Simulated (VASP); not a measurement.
# ZnS (P6_3mc) in VASP: settings compared

ZnS is run at these levels: PBE, r2SCAN; tasks: single point.

Program: VASP 6.6.1. These are calculated values, not measurements. Logs are shortened: lines on timing, memory, paths and dates and some standing lists are left out, and cuts for length are marked.

**Experimental background.**

From a printed reference work, monograph, for a bulk crystal of ZnS at 4 K: band gap 3.911 eV (direct).

How close the calculation comes is told below.

### Step 1. The cell of the first run

It takes space group P6_3mc (No. 186, hexagonal). The conventional cell has a = 3.846 Å, b = 3.846 Å, c = 6.303 Å, α = 90.00°, β = 90.00°, γ = 120.00°. Zn (site symmetry 3m) has 4 S at 2.36 Å within 3.1 Å. S (site symmetry 3m) has 4 Zn at 2.36 Å within 3.1 Å.

### Step 2. Single point, PBE

Contents of INCAR:

```
SYSTEM = ZnS
  PREC = Accurate
  ENCUT = 500
  EDIFF = 1E-6
  ISMEAR = 0
  SIGMA = 0.05
  LREAL = .FALSE.
  LASPH = .TRUE.
  NELM = 120
  ALGO = Normal
  ISIF = 2
  LWAVE = .FALSE.
  LCHARG = .TRUE.
  GGA = PE
  LELF = .TRUE.
  LVHAR = .TRUE.
  NBANDS = 26
  GGA_COMPAT = .FALSE.
```

Contents of KPOINTS:

```
regular mesh
0
G
  6 6 4
  0 0 0
```

Contents of POSCAR:

```
ZnS
1.0
    3.8462887776      0.0000000000      0.0000000000
   -1.9231443888      3.3309837917      0.0000000000
    0.0000000000      0.0000000000      6.3032578931
Zn S
2 2
Direct
    0.3333333333      0.6666666667      0.0051961167
    0.6666666667      0.3333333333      0.5051961167
    0.3333333333      0.6666666667      0.3798038833
    0.6666666667      0.3333333333      0.8798038833
```

Potentials or basis: VASP PAW PBE potentials, release 64 (Zn, S).

Launch:

```bash
$ cat potpaw_PBE.64/Zn/POTCAR potpaw_PBE.64/S/POTCAR > POTCAR
$ mpirun -np 1 vasp_std > vasp.out
```

OUTCAR:

```text
SYSTEM = ZnS
   PREC = Accurate
   ENCUT = 500
   EDIFF = 1E-6
   ISMEAR = 0
   LREAL = .FALSE.
   LASPH = .TRUE.
   NELM = 120
   ISIF = 2
   GGA = PE

 ion  position               nearest neighbor table
   1  0.333  0.667  0.005-   4 2.36   4 2.36   4 2.36   3 2.36
   2  0.667  0.333  0.505-   3 2.36   3 2.36   3 2.36   4 2.36
   3  0.333  0.667  0.380-   2 2.36   2 2.36   2 2.36   1 2.36
   4  0.667  0.333  0.880-   1 2.36   1 2.36   1 2.36   2 2.36

  LATTYP: Found a hexagonal cell.
 ALAT       =     3.8462887776
 C/A-ratio  =     1.6387895599

  Lattice vectors:

 A1 = (   3.8462887776,   0.0000000000,   0.0000000000)
 A2 = (  -1.9231443888,   3.3309837917,   0.0000000000)
 A3 = (   0.0000000000,   0.0000000000,   6.3032578931)

Analysis of symmetry for initial positions (statically):
=====================================================================
 Subroutine PRICEL returns:
 Original cell was already a primitive cell.

 Routine SETGRP: Setting up the symmetry group for a
 hexagonal supercell.

 Subroutine GETGRP returns: Found 12 space group operations
 (whereof  6 operations were pure point group operations)
 out of a pool of 24 trial point group operations.

The static configuration has the point symmetry C_3v.
 The point group associated with its full space group is C_6v.

Analysis of symmetry for dynamics (positions and initial velocities):
=====================================================================
 Subroutine PRICEL returns:
 Original cell was already a primitive cell.

 Routine SETGRP: Setting up the symmetry group for a
 hexagonal supercell.

 Subroutine GETGRP returns: Found 12 space group operations
 (whereof  6 operations were pure point group operations)
 out of a pool of 24 trial point group operations.

The dynamic configuration has the point symmetry C_3v.
 The point group associated with its full space group is C_6v.

 Subroutine INISYM returns: Found 12 space group operations
 (whereof  6 operations are pure point group operations),
 and found     1 'primitive' translations

----------------------------------------------------------------------------------------

                                     Primitive cell

  volume of cell :      80.7569

  direct lattice vectors                    reciprocal lattice vectors
     3.846288778  0.000000000  0.000000000     0.259990879  0.150105804  0.000000000
    -1.923144389  3.330983792  0.000000000     0.000000000  0.300211608  0.000000000
     0.000000000  0.000000000  6.303257893     0.000000000  0.000000000  0.158648118

  length of vectors
     3.846288778  3.846288778  6.303257893     0.300211608  0.300211608  0.158648118

  position of ions in fractional coordinates (direct lattice)
     0.333333333  0.666666667  0.005196117
     0.666666667  0.333333333  0.505196117
     0.333333333  0.666666667  0.379803883
     0.666666667  0.333333333  0.879803883

  ion indices of the primitive-cell ions
   primitive index   ion index
                 1           1
                 2           2
                 3           3
                 4           4

----------------------------------------------------------------------------------------

 KPOINTS: regular mesh

Automatic generation of k-mesh.
 Grid dimensions read from file:
 generate k-points for:    6    6    4

 Generating k-lattice:

  Cartesian coordinates                     Fractional coordinates (reciprocal lattice)
     0.043331813  0.025017634  0.000000000     0.166666667  0.000000000  0.000000000
     0.000000000  0.050035268  0.000000000     0.000000000  0.166666667  0.000000000
     0.000000000  0.000000000  0.039662029     0.000000000  0.000000000  0.250000000

  Length of vectors
     0.050035268  0.050035268  0.039662029

  Shift w.r.t. Gamma in fractional coordinates (k-lattice)
     0.000000000  0.000000000  0.000000000

 Subroutine IBZKPT returns following result:
 ===========================================

 Found     21 irreducible k-points:

 Following reciprocal coordinates:
            Coordinates               Weight
  0.000000  0.000000  0.000000      1.000000
  0.166667  0.000000  0.000000      6.000000
  0.333333  0.000000  0.000000      6.000000
  0.500000  0.000000  0.000000      3.000000
  0.166667  0.166667  0.000000      6.000000
  0.333333  0.166667  0.000000     12.000000
[... 13 lines left out ...]
  0.333333  0.166667  0.500000     12.000000
  0.333333  0.333333  0.500000      2.000000
   k-points           NKPTS =     21   k-points in BZ     NKDIM =     21   number of bands    NBANDS=     26
   number of dos      NEDOS =    301   number of ions     NIONS =      4
   total plane-waves  NPLWV =  37632
   dimension x,y,z NGX =    28 NGY =   28 NGZ =   48
   dimension x,y,z NGXF=    56 NGYF=   56 NGZF=   96
   ions per type =               2   2
   NGX,Y,Z   is equivalent  to a cutoff of  12.10, 12.10, 12.66 a.u.
   NGXF,Y,Z  is equivalent  to a cutoff of  24.20, 24.20, 25.32 a.u.
 SYSTEM =  ZnS
   PREC   = accura    normal or accurate (medium, high low for compatibility)
   ISTART =      0    job   : 0-new  1-cont  2-samecut
   ICHARG =      2    charge: 1-file 2-atom 10-const
   ISPIN  =      1    spin polarized calculation?
   LNONCOLLINEAR =      F non collinear calculations
   LSORBIT =      F    spin-orbit coupling
   LASPH  =      T    aspherical Exc in radial PAW
   ENCUT  =  500.0 eV  36.75 Ry    6.06 a.u.   7.01  7.01 11.49*2*pi/ulx,y,z
   NELM   =    120;   NELMIN=  2; NELMDL= -5     # of ELM steps
   EDIFF  = 0.1E-05   stopping-criterion for ELM
   LREAL  =      F    real-space projection
   EDIFFG = 0.1E-04   stopping-criterion for IOM
   NSW    =      0    number of steps for IOM
   IBRION =     -1    ionic relax: 0-MD 1-quasi-New 2-CG
   NFREE  =      0    steps in history (QN), initial steepest desc. (CG)
   ISIF   =      2    stress and relaxation
   ISYM   =      2    0-nonsym 1-usesym 2-fastsym
   POTIM  = 0.5000    time-step for ionic-motion
   TEBEG  =    0.0;   TEEND  =   0.0 temperature during run
   PSTRESS=    0.0 pullay stress
   NELECT =      36.0000    total number of electrons
   NUPDOWN=      -1.0000    fix difference up-down
   EMIN   =  10.00;   EMAX   =-10.00  energy-range for DOS
   EFERMI =   0.00;   METHOD = LEGACY
   ISMEAR =     0;   SIGMA  =   0.05  broadening in eV -4-tet -1-fermi 0-gaus
   EFERMI_NEDOS =   21; number of points for ismear=-14 and -15
   IALGO  =     38    algorithm
   IMIX   =      4    mixing-type and parameters
     AMIX     =   0.40;   BMIX     =  1.00
     AMIX_MAG =   1.60;   BMIX_MAG =  1.00
  volume/ion in A,a.u.               =      20.19       136.24
  Fermi-wavevector in a.u.,A,eV,Ry     =   1.250593  2.363277 21.279263  1.563982
  Thomas-Fermi vector in A             =   2.384580
   LORBIT       =      0    0 simple, 1 ext, 2 COOP (PROOUT), +10 PAW based schemes
   GGA     = PE    functional components
   LHFCALC =     F    Hartree Fock is set to
   AEXX    =    0.0000 exact exchange contribution
   IVDW    =     0    specifies the selected vdW correction
   LEPSILON=     F    determine dielectric tensor
   LRPA    =     F    only Hartree local field effects (RPA)
 non-spin polarized calculation
 Gauss-broadening in eV      SIGMA  =   0.05
  energy-cutoff  :      500.00
  volume of cell :       80.76
 maximum number of plane-waves:      2063
 NGX is ok and might be reduce to    28
   NGX = 13   NGY = 13   NGZ = 23

 number of electron      35.9999989 magnetization

 Free energy of the ion-electron system (eV)
  ---------------------------------------------------
  ext. energy  EPLUGINS =         0.00000000
  ---------------------------------------------------
  free energy    TOTEN  =       -13.69032122 eV

  energy without entropy =      -13.69032122  energy(sigma->0) =      -13.69032122

 E-fermi :   2.1824     XC(G=0):  -9.5147

 val. band max:        1.9122618180   @ k =   0.0000   0.0000   0.0000
 cond. band min:       3.9941725020   @ k =   0.0000   0.0000   0.0000
 fundamental gap:      2.0819106840
 Fermi energy:         2.1823667690

 k-point     1 :       0.0000    0.0000    0.0000
  band No.  band energies     occupation
      1     -11.0932      2.00000
      2     -10.2032      2.00000
      3      -4.3427      2.00000
      4      -4.3308      2.00000
      5      -4.3308      2.00000
      6      -4.2527      2.00000
[... 18 lines left out ...]
     25       9.5887      0.00000
     26      11.0447      0.00000

 k-point     2 :       0.1667    0.0000    0.0000
  band No.  band energies     occupation
      1     -10.9189      2.00000
      2     -10.1095      2.00000
      3      -4.3404      2.00000
      4      -4.3072      2.00000
      5      -4.2983      2.00000
      6      -4.2285      2.00000
[... 18 lines left out ...]
     25      10.1707      0.00000
     26      10.3700      0.00000

 k-point     3 :       0.3333    0.0000    0.0000
  band No.  band energies     occupation
      1     -10.5021      2.00000
      2      -9.9427      2.00000
      3      -4.3243      2.00000
      4      -4.2479      2.00000
      5      -4.2454      2.00000
      6      -4.1075      2.00000
[... 18 lines left out ...]
     25      10.5254      0.00000
     26      11.4996      0.00000

 k-point     4 :       0.5000    0.0000    0.0000
  band No.  band energies     occupation
      1     -10.2158      2.00000
      2      -9.9084      2.00000
      3      -4.3126      2.00000
      4      -4.2319      2.00000
      5      -4.1067      2.00000
      6      -4.0935      2.00000
[... 18 lines left out ...]
     25      10.9074      0.00000
     26      13.3001      0.00000
[... 409 lines left out ...]
      1     -10.3117      2.00000
      2     -10.3117      2.00000
      3      -4.3054      2.00000
      4      -4.3054      2.00000
      5      -4.2140      2.00000
      6      -4.2140      2.00000
[... 18 lines left out ...]
     25      10.2589      0.00000
     26      10.2589      0.00000

 k-point    20 :       0.3333    0.1667    0.5000
  band No.  band energies     occupation
      1     -10.0578      2.00000
      2     -10.0578      2.00000
      3      -4.2705      2.00000
      4      -4.2705      2.00000
      5      -4.1512      2.00000
      6      -4.1512      2.00000
[... 18 lines left out ...]
     25      10.9357      0.00000
     26      10.9357      0.00000

 k-point    21 :       0.3333    0.3333    0.5000
  band No.  band energies     occupation
      1      -9.9709      2.00000
      2      -9.9709      2.00000
      3      -4.2064      2.00000
      4      -4.2064      2.00000
      5      -4.1744      2.00000
      6      -4.1744      2.00000
[... 18 lines left out ...]
     25      11.6416      0.00000
     26      11.6416      0.00000

------------------------ aborting loop because EDIFF is reached ----------------------------------------

  FORCE on cell =-STRESS in cart. coord.  units (eV):
  Direction    XX          YY          ZZ          XY          YZ          ZX
  --------------------------------------------------------------------------------------
  -------------------------------------------------------------------------------------
  Total        0.0613798      0.0613798      0.0748939      0.0000000      0.0000000      0.0000000
  in kB        1.2177459      1.2177459      1.4858595      0.0000000      0.0000000      0.0000000
  external PRESSURE =       1.3071171 kB  Pullay stress =       0.0000000 kB

 VOLUME and BASIS-vectors are now :
 -----------------------------------------------------------------------------
  energy-cutoff  :      500.00
  volume of cell :       80.76
      direct lattice vectors                 reciprocal lattice vectors
     3.846288778  0.000000000  0.000000000     0.259990879  0.150105804  0.000000000
    -1.923144389  3.330983792  0.000000000     0.000000000  0.300211608  0.000000000
     0.000000000  0.000000000  6.303257893     0.000000000  0.000000000  0.158648118

 POSITION                                       TOTAL-FORCE (eV/Angst)
 -----------------------------------------------------------------------------------
     -0.00000      2.22066      0.03275        -0.000000      0.000000      0.000807
      1.92314      1.11033      3.18438         0.000000     -0.000000      0.000807
     -0.00000      2.22066      2.39400         0.000000     -0.000000     -0.000807
      1.92314      1.11033      5.54563        -0.000000      0.000000     -0.000807
 -----------------------------------------------------------------------------------
    total drift:                               -0.000000     -0.000000      0.000075

  FREE ENERGIE OF THE ION-ELECTRON SYSTEM (eV)
  ---------------------------------------------------
  free  energy   TOTEN  =       -13.6903212210 eV

  energy  without entropy=      -13.6903212210  energy(sigma->0) =      -13.69032122
```

Run time: 17 s. Hardware: 1 thread of AMD EPYC 9R45 (Zen 5), shared host; peak memory 0.16 GiB.

Results:

| Item | Value |
| --- | --- |
| Free energy | -13.6903 eV |
| Pressure | 0.1 GPa |
| Band gap on the k mesh | 2.08 eV |

Levels at points of the mesh, in eV from the valence-band top:
```
           k point  band 14  band 15  band 16  band 17  band 18  band 19  band 20  band 21  band 22  band 23
(0.00, 0.00, 0.00)    -0.86    -0.86    -0.07     0.00     0.00     2.08     3.05     6.33     6.33     6.60
(0.50, 0.00, 0.00)    -4.01    -3.14    -2.14    -1.60    -0.85     3.68     4.18     5.14     6.93     7.29
(0.00, 0.00, 0.50)    -2.80    -0.45    -0.45    -0.45    -0.45     3.47     3.47     6.76     6.76     6.77
(0.50, 0.00, 0.50)    -4.74    -1.56    -1.56    -1.54    -1.54     3.54     3.54     5.24     5.24     8.78
```

### Step 3. Single point, r2SCAN (19.59 Å³/atom)

This run uses another cell than the first one, of 19.59 Å³/atom.

Contents of POSCAR:

```
ZnS
1.0
    3.8078866837      0.0000000000      0.0000000000
   -1.9039433418      3.2977266028      0.0000000000
    0.0000000000      0.0000000000      6.2403249423
Zn S
2 2
Direct
    0.3333333333      0.6666666667      0.0051961167
    0.6666666667      0.3333333333      0.5051961167
    0.3333333333      0.6666666667      0.3798038833
    0.6666666667      0.3333333333      0.8798038833
```

Contents of INCAR.step1:

```
PREC = Accurate
ENCUT = 550
ISMEAR = 0
SIGMA = 0.05
LREAL = F
LASPH = T
NELM = 120
NBANDS = 26
GGA = PE
ALGO = Normal
EDIFF = 1E-5
LWAVE = T
LCHARG = F
GGA_COMPAT = F
```

Contents of INCAR.step2:

```
PREC = Accurate
ENCUT = 550
EDIFF = 1E-6
ISMEAR = 0
SIGMA = 0.05
LREAL = F
LASPH = T
NELM = 120
ALGO = Normal
ISIF = 2
LWAVE = F
LCHARG = T
METAGGA = R2SCAN
LMIXTAU = T
LELF = T
LVHAR = T
NBANDS = 26
ISTART = 1
GGA_COMPAT = F
```

Contents of KPOINTS:

```
regular mesh
0
Gamma
  6 6 4
```

Potentials or basis: VASP PAW PBE potentials, release 64 (Zn, S).

Launch:

```bash
$ cat potpaw_PBE.64/Zn/POTCAR potpaw_PBE.64/S/POTCAR > POTCAR
$ cp INCAR.step1 INCAR
$ mpirun -np 1 vasp_std > vasp.out
$ cp INCAR.step2 INCAR
$ mpirun -np 1 vasp_std > vasp.out
```

Wall time 73 s (1 thread of AMD EPYC 9R45 (Zen 5), shared host); peak memory 0.19 GiB.

The run converged. Its results:

- Free energy: -37.7205 eV
- Pressure: 0.0 GPa
- Largest force: 0.017 eV/Å
- Band gap on the k mesh: 2.79 eV

Forces in eV/Å, atoms in the order of the input:
```
Zn   0.000  0.000  0.017
Zn   0.000  0.000  0.017
S    0.000  0.000 -0.017
S    0.000  0.000 -0.017
```

Levels at points of the mesh, in eV from the valence-band top:
| k point | band 14 | band 15 | band 16 | band 17 | band 18 | band 19 | band 20 | band 21 | band 22 | band 23 |
| --- | --- | --- | --- | --- | --- | --- | --- | --- | --- | --- |
| (0.00, 0.00, 0.00) | -0.92 | -0.92 | -0.08 | 0.00 | 0.00 | 2.79 | 3.61 | 6.80 | 6.80 | 7.09 |
| (0.50, 0.00, 0.00) | -4.18 | -3.35 | -2.31 | -1.72 | -0.91 | 4.04 | 4.78 | 5.46 | 7.38 | 8.01 |
| (0.00, 0.00, 0.50) | -2.89 | -0.48 | -0.48 | -0.48 | -0.48 | 4.10 | 4.10 | 7.25 | 7.25 | 7.25 |
| (0.50, 0.00, 0.50) | -4.96 | -1.67 | -1.67 | -1.66 | -1.66 | 3.97 | 3.97 | 5.66 | 5.66 | 9.39 |

Caveat: the PAW data sets were made with another functional, which shifts forces and pressure a little.

### Step 4. Single point, r2SCAN (19.89 Å³/atom)

This run uses another cell than the first one, of 19.89 Å³/atom.

Contents of POSCAR:

```
ZnS
1.0
    3.8273099020      0.0000000000      0.0000000000
   -1.9136549510      3.3145476033      0.0000000000
    0.0000000000      0.0000000000      6.2721555098
Zn S
2 2
Direct
    0.3333333333      0.6666666667      0.0051961167
    0.6666666667      0.3333333333      0.5051961167
    0.3333333333      0.6666666667      0.3798038833
    0.6666666667      0.3333333333      0.8798038833
```

Contents of INCAR.step1:

```
SYSTEM = ZnS
PREC = Accurate ; ENCUT = 550
ISMEAR = 0 ; SIGMA = 0.05
LREAL = .False. ; LASPH = .True.
NELM = 120 ; NBANDS = 26
GGA = PE ; ALGO = Normal
EDIFF = 1E-5 ; LWAVE = .True.
LCHARG = .False. ; GGA_COMPAT = .False.
```

Contents of INCAR.step2:

```
SYSTEM = ZnS
PREC = Accurate ; ENCUT = 550
EDIFF = 1E-6 ; ISMEAR = 0
SIGMA = 0.05 ; LREAL = .False.
LASPH = .True. ; NELM = 120
ALGO = Normal ; ISIF = 2
LWAVE = .False. ; LCHARG = .False.
METAGGA = R2SCAN ; LMIXTAU = .True.
NBANDS = 26 ; ISTART = 1
GGA_COMPAT = .False.
```

Contents of KPOINTS:

```
Automatic mesh
0
Gamma
  6 6 4
  0 0 0
```

Launch:

```bash
$ cat potpaw_PBE.64/Zn/POTCAR potpaw_PBE.64/S/POTCAR > POTCAR
$ cp INCAR.step1 INCAR
$ mpirun -np 1 vasp_std > vasp.out
$ cp INCAR.step2 INCAR
$ mpirun -np 1 vasp_std > vasp.out
```

Wall time 73 s (1 thread of AMD EPYC 9R45 (Zen 5), shared host); peak memory 0.19 GiB.

The run converged. Its results:

| Item | Value |
| --- | --- |
| Free energy | -37.7159 eV |
| Pressure | -1.1 GPa |
| Largest force | 0.016 eV/Å |
| Band gap on the k mesh | 2.72 eV |

Forces in eV/Å, atoms in the order of the input:
```
Zn   0.000  0.000  0.016
Zn   0.000  0.000  0.016
S    0.000  0.000 -0.016
S    0.000  0.000 -0.016
```

Levels at points of the mesh, in eV from the valence-band top:
```
           k point  band 15  band 16  band 17  band 18  band 19  band 20  band 21  band 22
(0.00, 0.00, 0.00)    -0.90    -0.08     0.00     0.00     2.72     3.58     6.81     6.81
(0.50, 0.00, 0.00)    -3.28    -2.25    -1.68    -0.89     4.05     4.74     5.47     7.39
(0.00, 0.00, 0.50)    -0.47    -0.47    -0.47    -0.47     4.06     4.06     7.26     7.26
(0.50, 0.00, 0.50)    -1.63    -1.63    -1.62    -1.62     3.96     3.96     5.67     5.67
```

Caveat: the PAW data sets were made with another functional, which shifts forces and pressure a little. r2SCAN opens gaps a little over a GGA but as a rule still falls short of measured ones.

### Step 5. Summary

```tsv
level	cell	cutoff (eV)	gap on the mesh (eV)	pressure (GPa)	largest force (eV/Å)
PBE	a = 3.846, b = 3.846, c = 6.303 Å, angles 90.0, 90.0, 120.0°, 4 atoms	500	2.08	0.1	-
r2SCAN	a = 3.808, b = 3.808, c = 6.240 Å, angles 90.0, 90.0, 120.0°, 4 atoms	550	2.79	0.0	0.02
r2SCAN	a = 3.827, b = 3.827, c = 6.272 Å, angles 90.0, 90.0, 120.0°, 4 atoms	550	2.72	-1.1	0.02
```

Alike in all rows: task single point; potentials or basis VASP PAW PBE potentials, release 64 (Zn, S); no spin polarisation; k mesh 6 × 6 × 4; smearing gaussian 0.05 eV.

Caveats: the PAW data sets were made with another functional, which shifts forces and pressure a little (at least some runs).

Absolute energies hang on the potentials; compare differences alone.

### Step 6. How close it comes

Step 2. A measured gap of ZnS is 3.911 eV (direct; 4 K; a printed reference work, monograph); the calculated 2.08 eV misses it by -1.83 eV. The value is that of PBE, without temperature or zero-point motion. Semilocal functionals fall short of measured gaps as a rule.

Step 3. Against the measured gap of ZnS, 3.911 eV (direct; 4 K; a printed reference work, monograph), the calculated 2.79 eV is off by -1.12 eV. The value is that of r2SCAN, without temperature or zero-point motion.
